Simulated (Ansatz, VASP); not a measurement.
# Al35N36 (V_Al) in two plane-wave programs, part 3 of 3

Aim: how closely do two programs agree when they are given the same cell, functional and k mesh? Of the first pair: The structure shown is the start of the Ansatz relaxation below; VASP solves that cell, so the two are compared at the walk's first step.

VASP 6.6.1 and Ansatz 0.2.0.

So far. Step 3 (VASP: single point, r2SCAN, start cell, pair 1): The run ends at a pressure of -1.62 GPa, with forces up to 2.3 eV/Å.

### 6. VASP: single point, r2SCAN, relaxed cell, pair 2

Level of this step: r2SCAN, spin-polarised from a ferrimagnetic start; plane waves and PAW (Al, N) (VASP).

The same cell, functional and mesh now go to VASP, with its own data sets.

File INCAR:

```
SYSTEM = Al35N36
PREC = Accurate
ENCUT = 580
EDIFF = 1E-06
NELM = 200
ISMEAR = 0
SIGMA = 0.01
LREAL = Auto
ALGO = Normal
METAGGA = R2SCAN
LASPH = .TRUE.
NELECT = 284
NBANDS = 192
ISPIN = 2
MAGMOM = 0 -0 0 0 -0 -0 -0 0 0 0 -0 0 0 0 -0 0 0 -0 -0 -0 -0 -0 0 -0 -0 0 0 0 0 -0 0 0 -0 0 0 0 0.01 -0 0 0.57 0.01 0.04 0 0 0 0 0 0 -0.01 0 0 -0.55 0.01 0.04 0.56 0.58 0.01 0.04 0 0.06 -0 0 -0 0 -0.01 0 0 0 0.01 -0 0
LORBIT = 11
LWAVE = .FALSE.
LCHARG = .FALSE.
ISIF = 2
ISYM = 0
NUPDOWN = 2
GGA_COMPAT = .FALSE.
LMIXTAU = .TRUE.
NCORE = 2
```

File POSCAR:

```
Al35N36
1.0
    9.3195655372      0.0000000854      0.0000000000
   -4.6597828426      8.0709804647      0.0000000000
    0.0000000000      0.0000000000      9.9564777200
Al N
35 36
Direct
    0.2218208759      0.1107862332      0.2487948731
    0.1088415940      0.2161124370      0.5020908644
    0.2215300731      0.1100436994      0.7512114459
    0.1100230828      0.2204207864      0.9993195325
    0.2215161355      0.4439776189      0.2437784623
    0.1094203474      0.5598125233      0.5023623010
    0.2155657383      0.4408532479      0.7509650135
    0.1101250563      0.5560669978      0.9993019614
    0.2218623450      0.7775650487      0.2487133435
    0.1107869757      0.8887620242      0.4997358544
    0.2215756246      0.7779558396      0.7512092056
    0.1108598863      0.8886742732      0.0004859909
    0.5550531461      0.1108204256      0.2487639891
    0.4395977148      0.2164133945      0.5025745531
    0.5559746350      0.1111508663      0.7503777614
    0.4434461834      0.2205000033      0.9994612171
    0.5552181027      0.4441889556      0.2441360102
    0.5586241592      0.4408639974      0.7514367177
    0.4441825893      0.5552719702      0.9981067539
    0.5554618513      0.7779015562      0.2437272123
    0.4397627481      0.8901013978      0.5023533865
    0.5586062352      0.7838792337      0.7510876948
    0.4434093959      0.8893682307      0.9993207749
    0.8886147147      0.1107692755      0.2488404569
    0.7775230685      0.2219386560      0.4996011588
    0.8882604477      0.1112012799      0.7503088802
    0.7774755934      0.2219634909      0.0000930860
    0.8886405678      0.4443249677      0.2487495459
    0.7831193498      0.5598569301      0.5025169711
    0.8883528301      0.4434929312      0.7503985643
    0.7790184925      0.5560617096      0.9995211566
    0.8887149867      0.7776394632      0.2488362049
    0.7833696214      0.8905509779      0.5021174772
    0.8894917083      0.7779479909      0.7512222404
    0.7790309426      0.8894314967      0.9993449905
    0.2212867825      0.1103681508      0.4401116638
    0.1106324817      0.2209312537      0.1890384948
    0.2215504437      0.1104997342      0.9405079340
    0.1106800524      0.2208630317      0.6908353378
    0.1931682045      0.4300757726      0.4323326337
    0.1106837196      0.5557473321      0.1890264966
    0.2210585074      0.4439049427      0.9413271475
    0.1108957987      0.5558401784      0.6908991283
    0.2213564495      0.7781785821      0.4400885863
    0.1109617217      0.8884819739      0.1907974303
    0.2215068437      0.7779517958      0.9404521867
    0.1110616653      0.8885224523      0.6900170493
    0.5548484557      0.1111425459      0.4399858933
    0.4436757557      0.2210617394      0.1892790614
    0.5554297476      0.1111751790      0.9399974248
    0.4436735074      0.2208487841      0.6911012168
    0.5683871306      0.4310951280      0.4332911233
    0.4441775661      0.5551830705      0.1907595543
    0.5556933045      0.4439465444      0.9417173500
    0.4445406139      0.5549003225      0.7148943776
    0.5695561351      0.8064036366      0.4322520071
    0.4436789967      0.8887603510      0.1890390007
    0.5555501642      0.7784769465      0.9413931740
    0.4437508322      0.8886197533      0.6909015263
    0.8885155557      0.1108094025      0.4399794904
    0.7775960882      0.2218331630      0.1906929066
    0.8882666817      0.1112029159      0.9399264719
    0.7776728537      0.2218285738      0.6898727734
    0.8884523272      0.4445837802      0.4399340002
    0.7783811426      0.5557530482      0.1893612047
    0.8883244228      0.4440072510      0.9400260774
    0.7786981527      0.5558150767      0.6910514761
    0.8891951380      0.7781260674      0.4401456156
    0.7785012952      0.8887657923      0.1890260635
    0.8889895250      0.7779577205      0.9405295206
    0.7785918382      0.8887331378      0.6908815303
```

File KPOINTS:

```
Points of the shifted mesh
1
Reciprocal
 0.2500000000  0.2500000000  0.2500000000 1
```

Potentials, in the order of the species: Al and N (PBE family, release 64).

Launch:

```console
> mpirun -np 8 vasp_std
```

Numbers of over 12 decimals in the logs are rounded to 6 here.

What it wrote:

```text
[banner, memory and clock lines left out]
running    8 mpi-ranks, on    1 nodes
[...]
[... a notice as in an earlier step ...]

 LDA part: xc-table for (None), standard interpolation
 POSCAR, INCAR and KPOINTS ok, starting setup
[...]
entering main loop
       N       E                     dE             d eps       ncg     rms          rms(c)
DAV:   1     0.115961063595E+04    0.11596E+04   -0.14589E+05   768   0.151E+03
DAV:   2    -0.683036240367E+03   -0.18426E+04   -0.17722E+04   960   0.303E+02
DAV:   3    -0.828805007264E+03   -0.14577E+03   -0.14435E+03   928   0.920E+01
DAV:   4    -0.831315588290E+03   -0.25106E+01   -0.25012E+01   912   0.126E+01
DAV:   5    -0.831372979276E+03   -0.57391E-01   -0.57319E-01   936   0.182E+00BRMIX: very serious problems
 the old and the new charge density differ
 old charge density:   285.00000 new  284.00000
    0.527E+01
DAV:   6    -0.709545292945E+03    0.12183E+03   -0.28275E+02   888   0.335E+01    0.235E+01
DAV:   7    -0.683451000358E+03    0.26094E+02   -0.15036E+01   864   0.109E+01    0.133E+01
DAV:   8    -0.709686065541E+03   -0.26235E+02   -0.96532E+00   800   0.101E+01    0.770E+00
DAV:   9    -0.675712406828E+03    0.33974E+02   -0.94358E+00   800   0.870E+00    0.231E+00
[...]
DAV:  21    -0.683041230774E+03   -0.60830E-05   -0.12827E-05   832   0.853E-03    0.223E-02
DAV:  22    -0.683041235856E+03   -0.50819E-05   -0.66482E-06   832   0.782E-03    0.933E-03
DAV:  23    -0.683041235796E+03    0.60005E-07   -0.91260E-07   496   0.268E-03
   1 F= -.68304124E+03 E0= -.68304124E+03  d E =-.378510E-32  mag=     2.0000
```

Parts of OUTCAR (step 6):

```text
  FREE ENERGIE OF THE ION-ELECTRON SYSTEM (eV)
  ---------------------------------------------------
  free  energy   TOTEN  =      -683.0412357956 eV

  energy  without entropy=     -683.0412357956  energy(sigma->0) =     -683.04123580

 magnetization (x)
# of ion       s       p       d       tot
------------------------------------------
    1        0.000   0.000   0.000   0.000
    2       -0.002  -0.003   0.000  -0.005
    3       -0.000   0.000   0.000  -0.000
    4       -0.000   0.001   0.000   0.001
    5       -0.003  -0.005   0.000  -0.008
    6       -0.004  -0.007   0.000  -0.010
    7       -0.003  -0.005   0.000  -0.009
    8        0.000   0.001   0.000   0.001
    9       -0.000  -0.000   0.000  -0.000
   10        0.000   0.000   0.000   0.001
   11       -0.000  -0.000   0.000  -0.000
   12        0.000   0.000   0.000   0.000
   13       -0.000   0.000   0.000  -0.000
[...]
--------------------------------------------------
tot          0.045   1.283   0.000   1.328
```

The run ends at a pressure of -0.75 GPa, with forces up to 0.022 eV/Å.

### 7. Comparison

What differs besides the data sets and the points named for the pairs above, as far as they apply: site moments are counted in spheres of each program's own size. Total energies have different zeros and are not compared.

The two programs side by side:

```csv
quantity,Ansatz,VASP,difference
"total moment, fixed by the input (μB)",2.00,2.00,0.00
moment on N56 (μB),0.58,0.55,+0.02
moment on N40 (μB),0.57,0.55,+0.02
moment on N55 (μB),0.56,0.54,+0.02
moment on N52 (μB),-0.55,-0.53,-0.02
moment on N60 (μB),0.06,0.06,0.00
```

At this near-relaxed geometry the largest component of a force difference is 17 meV/Å. The cell carries a charge of +1 e against a uniform background, so its pressure also hangs on how the neutralising background is counted, and in a defect's cell a gap may be the spacing between its levels.

### 8. What came out

| Property | Result |
| --- | --- |
| r.m.s. force difference (single point, r2SCAN, start cell, pair 1) | 0.97 % of the r.m.s. force |
| difference in moment on N56 (single point, r2SCAN, relaxed cell, pair 2) | 0.022 μB |

In words: The r.m.s. force difference is 0.97 % of the r.m.s. force (single point, r2SCAN, start cell, pair 1), within the 3 % picked in this series as the mark of a large difference. Such differences can come from data sets, numerical settings and the points named under the comparisons, not from the functional's error against experiment.

[Lines on the potential files, build, host, timing and source positions are cut from VASP's logs without a mark.]

[Logs are printed without paths, hosts, clocks, repeated set-up lines and the standing remarks that a program may print on its own settings, such as how far it seeks lower states.]

[Hosts, paths, dates, database ids (printed as entryN), source tags and the programs' standing remarks are cut or masked in the printed files.]
